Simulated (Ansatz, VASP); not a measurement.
## GaSb in VASP and in Ansatz

```
CELL_PARAMETERS angstrom
3.29421 3.29421 0.00000
-3.29421 3.29421 0.00000
0.00000 0.00000 5.87830
ATOMIC_POSITIONS crystal
Ga 0.00000 0.00000 0.00000
Ga 0.50000 0.50000 0.50000
Sb 0.50000 0.00000 0.25000
Sb 0.00000 0.50000 0.75000
```

Change from the starting cell: biaxial strain in the a-b plane, c and atoms relaxed: +6.0 %.

Alike in both runs: functional PBE; k mesh 10 × 10 × 8; occupations gaussian, width 0.1 eV; no spin polarisation.

Ansatz relaxed the structure, and its values are those at the end. VASP's run is a single point on that final structure, the one shown.

|  | VASP | Ansatz |
| --- | --- | --- |
| version | VASP 6.6.1 | Ansatz 0.2.0 |
| potentials or method | VASP PAW PBE potentials, release 64 (Ga_d, Sb) | scalar-relativistic, plane waves, PAW |
| plane-wave cutoff (eV) | 520 | 420 |
| valence electrons in the cell | 36 | 56 |

|  | VASP | Ansatz | Ansatz less VASP |
| --- | --- | --- | --- |
| gap on the k mesh at the Fermi level (eV) | none | none | - |
| pressure (GPa) | -2.4 | -2.4 | -0.06 |

A gap of «none» marks a metal or a gap that the smearing closes. The two sets of potentials don't hold the same shells in valence.

Spin-orbit coupling is left out, which matters for the levels of Sb.
